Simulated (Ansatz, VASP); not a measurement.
Sb in VASP and in Ansatz

File INCAR:

```
PREC     = Accurate       # precision mode
ENCUT    = 600            # plane-wave cutoff, eV
EDIFF    = 1E-6           # SCF threshold, eV
ISMEAR   = -1             # smearing method
SIGMA    = 0.1            # smearing width, eV
LREAL    = F              # projectors in reciprocal space
LASPH    = T              # aspherical terms in the spheres
NELM     = 60             # most SCF steps
ALGO     = Normal         # electronic algorithm
ISIF     = 3              # what is computed and relaxed
LWAVE    = F              # write WAVECAR
LCHARG   = F              # write CHGCAR
GGA      = RE             # functional
IBRION   = 2              # ionic algorithm
NSW      = 80             # ionic steps
EDIFFG   = -0.01          # ionic threshold
```

KPOINTS

```
regular mesh
0
Gamma
  8 8 8
```

Contents of POSCAR:

```
Sb
1.0
    0.0000000000      3.3230904857      3.3230904857
    3.3230904857      0.0000000000      3.3230904857
    3.3230904857      3.3230904857      0.0000000000
Sb
2
Direct
    0.1250000000      0.1250000000      0.1250000000
    0.8750000000      0.8750000000      0.8750000000
```

Input for Ansatz:

```yaml
crystal:
  lattice:
    - [0.0, 3.3230904857, 3.3230904857]
    - [3.3230904857, 0.0, 3.3230904857]
    - [3.3230904857, 3.3230904857, 0.0]
  atoms:
    - { symbol: Sb, position: [0.125, 0.125, 0.125] }
    - { symbol: Sb, position: [0.875, 0.875, 0.875] }
hamiltonian:
  xc: revpbe
  pseudopotentials:
    kind: paw
    azcp:
      Sb: "pseudopotentials/Sb.paw.azcp"
basis:
  ecutwfc: 420
  fft_grid_basis: typed
kpoints:
  mp_grid: { grid: [8, 8, 8], shift: [0, 0, 0] }
magnetization:
  spin_polarized: false
scf:
  occupations: { method: fermi_dirac, width: 0.1 }
relax:
  max_steps: 60
  f_tol: 0.01
  cell: {}
```

The cell was built by a generator and needn't be a form met in nature.

Alike in both runs: task relaxation of cell and atoms; functional revPBE; k mesh 8 × 8 × 8; occupations fermi-dirac, width 0.1 eV; no spin polarisation.

|  | VASP | Ansatz |
| --- | --- | --- |
| version | VASP 6.6.1 | Ansatz 0.2.0 |
| potentials or method | VASP PAW PBE potentials, release 64 (Sb) | plane waves (420 eV) with PAW, scalar-relativistic |
| plane-wave cutoff (eV) | 600 | 420 |
| valence electrons in the cell | 10 | 30 |

VASP gave:

```
relaxed volume (Å³/atom)                                     : 43.90
relaxed cell length with the largest relative difference (Å) : 4.989
energy change over the relaxation (meV/atom)                 : -145
```

Question: Which values does Ansatz return?

Answer: Relaxed volume (Å³/atom): 43.88; relaxed cell length with the largest relative difference (Å): 4.988; energy change over the relaxation (meV/atom): -145.

The two sets of potentials don't hold the same shells in valence.

Caveats: the volume moved by over 15 % at a fixed basis, so the end points are rough (VASP); the PAW data sets were made with another functional, which shifts forces and pressure a little (VASP). The runs have no spin-orbit coupling, so splittings on Sb are missing.
